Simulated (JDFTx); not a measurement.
# AlN (F-43m) in JDFTx: equation of state

How stiff is AlN in PBEsol, and what volume does it want? The cell is scaled to several volumes.

All numbers are computed with JDFTx 1.7.0 (patched build); they aren't measurements. Logs are shortened: lines on timing, memory, paths and dates and some standing lists are left out, and cuts for length are marked. The log counts tension as positive stress, the text compression.

## 1. Starting point

It takes space group F-43m (No. 216, cubic). Conventional cell: a = 4.368 Å, b = 4.368 Å, c = 4.368 Å, α = 90.00°, β = 90.00°, γ = 90.00°. Al (site symmetry -43m) is surrounded by 4 N at 1.89 Å. N (site symmetry -43m) is surrounded by 4 Al at 1.89 Å.

Measurements of this composition are mostly on another form, of space group No. 186.

## 2. Equation of state, PBEsol, 9.79 Å³/atom (volume scaled by 0.94)

The input, AlN.in:

```
lattice \
    0.0000000000     4.0428985006     4.0428985006 \
    4.0428985006     0.0000000000     4.0428985006 \
    4.0428985006     4.0428985006     0.0000000000
coords-type Lattice
ion Al     0.0000000000     0.0000000000     0.0000000000 1
ion N      0.2500000000     0.2500000000     0.2500000000 1

ion-species pseudo/Al.upf
ion-species pseudo/N.upf
elec-cutoff 42 336
elec-ex-corr gga-PBEsol
kpoint-folding 10 10 10
elec-smearing Fermi 0.0018374661
elec-n-bands 9
electronic-SCF nIterations 100 energyDiffThreshold 1e-09
electronic-minimize nIterations 30 energyDiffThreshold 1e-7
forces-output-coords Cartesian

dump-name run.$VAR
dump End Ecomponents EigStats BandEigs Kpoints Forces Stress
```

Potentials or basis: PseudoDojo-SR-PBEsol-0.4.1-standard with smoothed tails.

The run is started by

```sh
$ jdftx -c 1 -i AlN.in -o AlN.out
```

Standard output:

```text
*************** JDFTx 1.7.0 (patched build) ***************

Input parsed successfully to the following command list (including defaults):
[... the input with its defaults ...]

---------- Setting up symmetries ----------

Found 48 point-group symmetries of the bravais lattice
Found 24 space-group symmetries with basis
Applied RMS atom displacement 0 bohrs to make symmetries exact.

---------- Initializing the Grid ----------
R =
[            0       4.0429       4.0429  ]
[       4.0429            0       4.0429  ]
[       4.0429       4.0429            0  ]
unit cell volume = 132.163
G =
[  -0.777064   0.777064   0.777064  ]
[   0.777064  -0.777064   0.777064  ]
[   0.777064   0.777064  -0.777064  ]
Minimum fftbox size, Smin = [  48  48  48  ]
Chosen fftbox size, S = [  48  48  48  ]

---------- Initializing tighter grid for wavefunction operations ----------
R =
[            0       4.0429       4.0429  ]
[       4.0429            0       4.0429  ]
[       4.0429       4.0429            0  ]
unit cell volume = 132.163
G =
[  -0.777064   0.777064   0.777064  ]
[   0.777064  -0.777064   0.777064  ]
[   0.777064   0.777064  -0.777064  ]
Minimum fftbox size, Smin = [  36  36  36  ]
Chosen fftbox size, S = [  36  36  36  ]

---------- Exchange Correlation functional ----------
Initalized PBEsol GGA exchange.
Initalized PBEsol GGA correlation.

---------- Setting up pseudopotentials ----------
Width of ionic core gaussian charges (only for fluid interactions / plotting) set to 0

Reading pseudopotential file 'pseudo/Al.upf':
  'Al' pseudopotential, 'PBESOL' functional
  Generated using ONCVPSP code by D. R. Hamann
  3 valence electrons, 2 orbitals, 6 projectors, 1001 radial grid points, with lMax = 2
    3S    l: 0   occupation:  2.0   eigenvalue: -0.283523
    3P    l: 1   occupation:  1.0   eigenvalue: -0.098840
  Core radius for overlap checks: 1.74 bohrs.

Reading pseudopotential file 'pseudo/N.upf':
  'N' pseudopotential, 'PBESOL' functional
  Generated using ONCVPSP code by D. R. Hamann
  5 valence electrons, 2 orbitals, 4 projectors, 1001 radial grid points, with lMax = 1
    2S    l: 0   occupation:  2.0   eigenvalue: -0.678237
    2P    l: 1   occupation:  3.0   eigenvalue: -0.258576
  Core radius for overlap checks: 1.31 bohrs.

Initialized 2 species with 2 total atoms.

Folded 1 k-points by 10x10x10 to 1000 k-points.

---------- Setting up k-points, bands, fillings ----------
Adding inversion symmetry to k-mesh for non-inversion-symmetric unit cell.
Reduced to 47 k-points under symmetry.
Computing the number of bands and number of electrons
Calculating initial fillings.
nElectrons:   8.000000   nBands: 9   nStates: 47

----- Setting up reduced wavefunction bases (one per k-point) -----
average nbasis = 1718.801 , ideal nbasis = 1718.211

---------- Setting up ewald sum ----------
Optimum gaussian width for ewald sums = 1.836215 bohr.
Real space sum over 1331 unit cells with max indices [  5  5  5  ]
Reciprocal space sum over 2197 terms with max indices [  6  6  6  ]

---------- Allocating electronic variables ----------
Initializing wave functions:  linear combination of atomic orbitals
Note: number of bands (9) exceeds available atomic orbitals (8)
Al pseudo-atom occupations:   s ( 2 )  p ( 1 )
N pseudo-atom occupations:   s ( 2 )  p ( 3 )
	FillingsUpdate:  mu: +0.517240975  nElectrons: 8.000000
LCAOMinimize: Iter:   0  F: -11.9270024998270721  |grad|_K:  1.355e-02  alpha:  1.000e+00
	FillingsUpdate:  mu: +0.384357839  nElectrons: 8.000000
LCAOMinimize: Iter:   1  F: -12.0814178567956549  |grad|_K:  7.705e-04  alpha:  3.954e-01  linmin: -5.194e-01  cgtest:  9.160e-01
LCAOMinimize: Encountered beta<0, resetting CG.
[... 5 lines of inner loops ...]
LCAOMinimize: Iter:   4  F: -12.0818820815266292  |grad|_K:  3.529e-07  alpha:  4.061e-01  linmin:  1.062e-04  cgtest:  1.798e-02
	FillingsUpdate:  mu: +0.373804834  nElectrons: 8.000000
LCAOMinimize: Iter:   5  F: -12.0818820817562074  |grad|_K:  3.632e-09  alpha:  9.695e-01  linmin:  7.727e-02  cgtest: -1.470e-01
LCAOMinimize: Converged (|Delta F|<1.000000e-06 for 2 iters).

-------- Electronic minimization -----------
Will mix electronic density at each iteration.
	FillingsUpdate:  mu: +0.373804834  nElectrons: 8.000000
	FillingsUpdate:  mu: +0.343621627  nElectrons: 8.000000
SCF: Cycle:  0   F: -12.150321235828445   dF: -6.844e-02   |Residual|: 8.419e-02   |deigs|: 2.381e-01
	FillingsUpdate:  mu: +0.329797093  nElectrons: 8.000000
SCF: Cycle:  1   F: -12.154628573635762   dF: -4.307e-03   |Residual|: 2.515e-02   |deigs|: 1.354e-02
	FillingsUpdate:  mu: +0.329967064  nElectrons: 8.000000
SCF: Cycle:  2   F: -12.154682188222893   dF: -5.361e-05   |Residual|: 1.021e-02   |deigs|: 3.898e-03
	FillingsUpdate:  mu: +0.331418371  nElectrons: 8.000000
SCF: Cycle:  3   F: -12.154692931478852   dF: -1.074e-05   |Residual|: 1.049e-03   |deigs|: 1.894e-03
	FillingsUpdate:  mu: +0.331338672  nElectrons: 8.000000
SCF: Cycle:  4   F: -12.154693628653893   dF: -6.972e-07   |Residual|: 5.175e-04   |deigs|: 2.635e-04
	FillingsUpdate:  mu: +0.331445400  nElectrons: 8.000000
SCF: Cycle:  5   F: -12.154693958342097   dF: -3.297e-07   |Residual|: 4.457e-05   |deigs|: 2.417e-04
	FillingsUpdate:  mu: +0.331438450  nElectrons: 8.000000
SCF: Cycle:  6   F: -12.154694000858258   dF: -4.252e-08   |Residual|: 1.978e-05   |deigs|: 1.456e-04
	FillingsUpdate:  mu: +0.331431548  nElectrons: 8.000000
SCF: Cycle:  7   F: -12.154694020510570   dF: -1.965e-08   |Residual|: 2.734e-05   |deigs|: 1.958e-04
	FillingsUpdate:  mu: +0.331436316  nElectrons: 8.000000
SCF: Cycle:  8   F: -12.154694023964559   dF: -3.454e-09   |Residual|: 4.069e-06   |deigs|: 9.553e-05
	FillingsUpdate:  mu: +0.331436949  nElectrons: 8.000000
SCF: Cycle:  9   F: -12.154694025420421   dF: -1.456e-09   |Residual|: 5.046e-06   |deigs|: 1.008e-04
	FillingsUpdate:  mu: +0.331436632  nElectrons: 8.000000
SCF: Cycle: 10   F: -12.154694025654347   dF: -2.339e-10   |Residual|: 1.268e-06   |deigs|: 4.552e-05
	FillingsUpdate:  mu: +0.331436816  nElectrons: 8.000000
SCF: Cycle: 11   F: -12.154694025762655   dF: -1.083e-10   |Residual|: 8.765e-07   |deigs|: 5.582e-05
SCF: Converged (|Delta E|<1.000000e-09 for 2 iters).

Setting wave functions to eigenvectors of Hamiltonian

# Stress tensor in Cartesian coordinates [Eh/a0^3]:
[ -0.000529025            0            0  ]
[            0 -0.000529025            0  ]
[            0            0 -0.000529025  ]

# Ionic positions in lattice coordinates:
ion Al   0.000000000000000   0.000000000000000   0.000000000000000 1
ion N   0.250000000000000   0.250000000000000   0.250000000000000 1

# Forces in Cartesian coordinates:
force Al  -0.000000000000000  -0.000000000000000   0.000000000000000 1
force N  -0.000000000000000  -0.000000000000000   0.000000000000000 1

# Energy components:
   Eewald =      -11.1271275790131838
       EH =        2.7239332614228955
     Eloc =       -7.7428054026203226
      Enl =       -0.6537621801005695
      Exc =       -4.2476435852868395
 Exc_core =        0.6062974947864107
       KE =        8.2864139650489541
-------------------------------------
     Etot =      -12.1546940257626552
       TS =        0.0000000000000003
-------------------------------------
        F =      -12.1546940257626552

IonicMinimize: Iter:   0  F: -12.154694025762655  |grad|_K:  3.102e-36
IonicMinimize: Converged (|grad|_K<1.000000e-04).

#--- Lowdin population analysis ---
# oxidation-state Al +1.064
# oxidation-state N -1.004

Dumping 'run.eigStats' ...
	eMin: -0.286631 at state 0 ( [ +0.000000 +0.000000 +0.000000 ] spin 0 )
	HOMO: +0.276497 at state 0 ( [ +0.000000 +0.000000 +0.000000 ] spin 0 )
	mu  : +0.331437
	LUMO: +0.394681 at state 30 ( [ +0.000000 +0.500000 +0.500000 ] spin 0 )
	eMax: +0.972696 at state 11 ( [ +0.000000 +0.100000 -0.400000 ] spin 0 )
	HOMO-LUMO gap: +0.118183
	Optical gap  : +0.171745 at state 0 ( [ +0.000000 +0.000000 +0.000000 ] spin 0 )
Done!
[note: mu as printed may lie anywhere between the filled and the empty levels]
```

Wall time 35 s (1 thread of Arm Neoverse V2, shared host); peak memory 0.08 GiB.

What came out:

- Free energy: -330.7461 eV
- Pressure: 15.6 GPa
- Band gap on the k mesh: 3.22 eV, indirect (least direct gap 4.67 eV)
- Loewdin charges: Al +1.06; N -1.00 e

## 3. Equation of state, PBEsol, 10.00 Å³/atom (volume scaled by 0.96)

AlN.in, as its differences from that of step 2:

```diff
@@ -1,5 +1,5 @@
 lattice \
-    0.0000000000     4.0428985006     4.0428985006 \
-    4.0428985006     0.0000000000     4.0428985006 \
-    4.0428985006     4.0428985006     0.0000000000
+    0.0000000000     4.0713705549     4.0713705549 \
+    4.0713705549     0.0000000000     4.0713705549 \
+    4.0713705549     4.0713705549     0.0000000000
 coords-type Lattice
```

Potentials or basis: PseudoDojo-SR-PBEsol-0.4.1-standard with smoothed tails.

The run is started by

```sh
$ jdftx -c 1 -i AlN.in -o AlN.out
```

It took 34 s on 1 thread of Arm Neoverse V2, shared host; peak memory 0.08 GiB.

Results (log left out):

| Quantity | Value |
| --- | --- |
| Free energy | -330.7796 eV |
| Pressure | 10.3 GPa |
| Band gap on the k mesh | 3.21 eV, indirect (least direct gap 4.48 eV) |
| Loewdin charges | Al +1.05; N -1.00 e |

## 4. Equation of state, PBEsol, 10.21 Å³/atom (volume scaled by 0.98)

AlN.in, as its differences from that of step 3:

```diff
@@ -1,5 +1,5 @@
 lattice \
-    0.0000000000     4.0713705549     4.0713705549 \
-    4.0713705549     0.0000000000     4.0713705549 \
-    4.0713705549     4.0713705549     0.0000000000
+    0.0000000000     4.0994498597     4.0994498597 \
+    4.0994498597     0.0000000000     4.0994498597 \
+    4.0994498597     4.0994498597     0.0000000000
 coords-type Lattice
```

Potentials or basis: PseudoDojo-SR-PBEsol-0.4.1-standard with smoothed tails.

The run is started by

```sh
$ jdftx -c 1 -i AlN.in -o AlN.out
```

Standard output:

```text
*************** JDFTx 1.7.0 (patched build) ***************

Input parsed successfully to the following command list (including defaults):
[... the input with its defaults ...]

---------- Setting up symmetries ----------

Found 48 point-group symmetries of the bravais lattice
Found 24 space-group symmetries with basis
Applied RMS atom displacement 0 bohrs to make symmetries exact.

---------- Initializing the Grid ----------
R =
[            0      4.09945      4.09945  ]
[      4.09945            0      4.09945  ]
[      4.09945      4.09945            0  ]
unit cell volume = 137.787
G =
[  -0.766345   0.766345   0.766345  ]
[   0.766345  -0.766345   0.766345  ]
[   0.766345   0.766345  -0.766345  ]
Minimum fftbox size, Smin = [  48  48  48  ]
Chosen fftbox size, S = [  48  48  48  ]

---------- Initializing tighter grid for wavefunction operations ----------
R =
[            0      4.09945      4.09945  ]
[      4.09945            0      4.09945  ]
[      4.09945      4.09945            0  ]
unit cell volume = 137.787
G =
[... 92 lines left out ...]

Setting wave functions to eigenvectors of Hamiltonian

# Stress tensor in Cartesian coordinates [Eh/a0^3]:
[ -0.000188519            0            0  ]
[            0 -0.000188519            0  ]
[            0            0 -0.000188519  ]

# Ionic positions in lattice coordinates:
ion Al   0.000000000000000   0.000000000000000   0.000000000000000 1
ion N   0.250000000000000   0.250000000000000   0.250000000000000 1

# Forces in Cartesian coordinates:
force Al   0.000000000000000  -0.000000000000000   0.000000000000000 1
force N  -0.000000000000000  -0.000000000000000   0.000000000000000 1

# Energy components:
   Eewald =      -10.9736303515782598
       EH =        2.7635444397559694
     Eloc =       -7.8788703882383357
      Enl =       -0.6500218923198788
      Exc =       -4.2192490644635470
 Exc_core =        0.6062962834458365
       KE =        8.1952489599039993
-------------------------------------
     Etot =      -12.1566820134942155
       TS =        0.0000000000006214
-------------------------------------
        F =      -12.1566820134948372

IonicMinimize: Iter:   0  F: -12.156682013494837  |grad|_K:  3.472e-36
IonicMinimize: Converged (|grad|_K<1.000000e-04).

#--- Lowdin population analysis ---
# oxidation-state Al +1.047
# oxidation-state N -0.988

Dumping 'run.eigStats' ...
	eMin: -0.293894 at state 0 ( [ +0.000000 +0.000000 +0.000000 ] spin 0 )
	HOMO: +0.260003 at state 0 ( [ +0.000000 +0.000000 +0.000000 ] spin 0 )
	mu  : +0.300000
	LUMO: +0.377522 at state 30 ( [ +0.000000 +0.500000 +0.500000 ] spin 0 )
	eMax: +0.936709 at state 11 ( [ +0.000000 +0.100000 -0.400000 ] spin 0 )
	HOMO-LUMO gap: +0.117519
	Optical gap  : +0.157913 at state 0 ( [ +0.000000 +0.000000 +0.000000 ] spin 0 )
Done!
[note: mu as printed may lie anywhere between the filled and the empty levels]
```

Run time: 33 s. Hardware: 1 thread of Arm Neoverse V2, shared host; peak memory 0.08 GiB.

Results:

```
Free energy            : -330.8002 eV
Pressure               : 5.5 GPa
Band gap on the k mesh : 3.20 eV, indirect (least direct gap 4.30 eV)
Loewdin charges        : Al +1.05; N -0.99 e
```

## 5. Equation of state, PBEsol, 10.42 Å³/atom

AlN.in, as its differences from that of step 4:

```diff
@@ -1,5 +1,5 @@
 lattice \
-    0.0000000000     4.0994498597     4.0994498597 \
-    4.0994498597     0.0000000000     4.0994498597 \
-    4.0994498597     4.0994498597     0.0000000000
+    0.0000000000     4.1271496856     4.1271496856 \
+    4.1271496856     0.0000000000     4.1271496856 \
+    4.1271496856     4.1271496856     0.0000000000
 coords-type Lattice
```

The run is started by

```sh
$ jdftx -c 1 -i AlN.in -o AlN.out
```

It took 37 s on 1 thread of Arm Neoverse V2, shared host; peak memory 0.09 GiB.

It converged, with:

* Free energy: -330.8089 eV
* Pressure: 1.2 GPa
* Band gap on the k mesh: 3.19 eV, indirect (least direct gap 4.12 eV)
* Loewdin charges: Al +1.04; N -0.98 e

## 6. Equation of state, PBEsol, 10.63 Å³/atom (volume scaled by 1.02)

AlN.in, as its differences from that of step 5:

```diff
@@ -1,5 +1,5 @@
 lattice \
-    0.0000000000     4.1271496856     4.1271496856 \
-    4.1271496856     0.0000000000     4.1271496856 \
-    4.1271496856     4.1271496856     0.0000000000
+    0.0000000000     4.1544825992     4.1544825992 \
+    4.1544825992     0.0000000000     4.1544825992 \
+    4.1544825992     4.1544825992     0.0000000000
 coords-type Lattice
```

Potentials or basis: PseudoDojo-SR-PBEsol-0.4.1-standard with smoothed tails.

The run is started by

```sh
$ jdftx -c 1 -i AlN.in -o AlN.out
```

Wall time 36 s (1 thread of Arm Neoverse V2, shared host); peak memory 0.1 GiB.

The run converged. Its results:

- Free energy: -330.8069 eV
- Pressure: -2.7 GPa
- Band gap on the k mesh: 3.18 eV, indirect (least direct gap 3.95 eV)
- Loewdin charges: Al +1.03; N -0.97 e

## 7. Equation of state, PBEsol, 10.83 Å³/atom (volume scaled by 1.04)

AlN.in, as its differences from that of step 6:

```diff
@@ -1,5 +1,5 @@
 lattice \
-    0.0000000000     4.1544825992     4.1544825992 \
-    4.1544825992     0.0000000000     4.1544825992 \
-    4.1544825992     4.1544825992     0.0000000000
+    0.0000000000     4.1814605149     4.1814605149 \
+    4.1814605149     0.0000000000     4.1814605149 \
+    4.1814605149     4.1814605149     0.0000000000
 coords-type Lattice
```

The run is started by

```sh
$ jdftx -c 1 -i AlN.in -o AlN.out
```

It took 38 s on 1 thread of Arm Neoverse V2, shared host; peak memory 0.1 GiB.

Results (log left out):

| Property | Result |
| --- | --- |
| Free energy | -330.7953 eV |
| Pressure | -6.2 GPa |
| Band gap on the k mesh | 3.17 eV, indirect (least direct gap 3.78 eV) |
| Loewdin charges | Al +1.02; N -0.96 e |

## 8. Equation of state, PBEsol, 11.04 Å³/atom (volume scaled by 1.06)

AlN.in, as its differences from that of step 7:

```diff
@@ -1,5 +1,5 @@
 lattice \
-    0.0000000000     4.1814605149     4.1814605149 \
-    4.1814605149     0.0000000000     4.1814605149 \
-    4.1814605149     4.1814605149     0.0000000000
+    0.0000000000     4.2080947396     4.2080947396 \
+    4.2080947396     0.0000000000     4.2080947396 \
+    4.2080947396     4.2080947396     0.0000000000
 coords-type Lattice
```

The run is started by

```sh
$ jdftx -c 1 -i AlN.in -o AlN.out
```

It took 38 s on 1 thread of Arm Neoverse V2, shared host; peak memory 0.09 GiB.

Results (log left out):

* Free energy: -330.7748 eV
* Pressure: -9.5 GPa
* Band gap on the k mesh: 3.16 eV, indirect (least direct gap 3.62 eV)
* Loewdin charges: Al +1.01; N -0.96 e

## 9. Equation of state, PBEsol

Potentials or basis: PseudoDojo-SR-PBEsol-0.4.1-standard with smoothed tails.

No new run: the results of the series are fitted here.

What came out:

- Equilibrium volume: 10.48 Å³/atom
- Bulk modulus: 201 GPa
- Pressure derivative of the bulk modulus: 3.9

Energy against volume, from the lowest point:
| volume (Å³/atom) | energy (meV/atom) |
| --- | --- |
| 9.792 | 31.42 |
| 10.001 | 14.64 |
| 10.209 | 4.37 |
| 10.417 | 0.00 |
| 10.626 | 0.98 |
| 10.834 | 6.82 |
| 11.042 | 17.06 |
